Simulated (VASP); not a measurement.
A run of VASP 6.6.1:

The input INCAR:

```
SYSTEM = CsH
PREC = Accurate
ENCUT = 600
EDIFF = 1E-7
ISMEAR = -1
SIGMA = 0.02
LREAL = .FALSE.
LASPH = .TRUE.
NELM = 100
ALGO = Fast
ISIF = 3
LWAVE = .FALSE.
LCHARG = .FALSE.
GGA = PE
IBRION = 2
NSW = 80
EDIFFG = -0.005
```

The input KPOINTS:

```
regular mesh
0
G
  6 6 4
  0 0 0
```

Contents of POSCAR:

```
CsH
1.0
    4.5392534651      0.0000000000      0.0000000000
   -2.2696267326      3.9311088150      0.0000000000
    0.0000000000      0.0000000000      5.6737653000
Cs H
2 2
Direct
    0.3333333333      0.6666666667      0.2500000000
    0.6666666667      0.3333333333      0.7500000000
    0.6666666667      0.3333333333      0.2500000000
    0.3333333333      0.6666666667      0.7500000000
```

Potentials or basis: VASP PAW PBE potentials, release 64 (Cs_sv, H).

The run is started by

```bash
$ cat potpaw_PBE.64/Cs_sv/POTCAR potpaw_PBE.64/H/POTCAR > POTCAR
$ mpirun -np 1 vasp_std > vasp.out
```

Hardware: 1 thread of Intel(R) Xeon(R) 6975P-C (Granite Rapids), with other jobs on the host.

**Question.** How long does it take, and how much memory?

**Answer.** Wall time 110 s on 1 thread of Intel(R) Xeon(R) 6975P-C (Granite Rapids), on a shared host, peak memory 0.25 GiB. Counts: scf iterations 115, k points 21, ion steps 11.
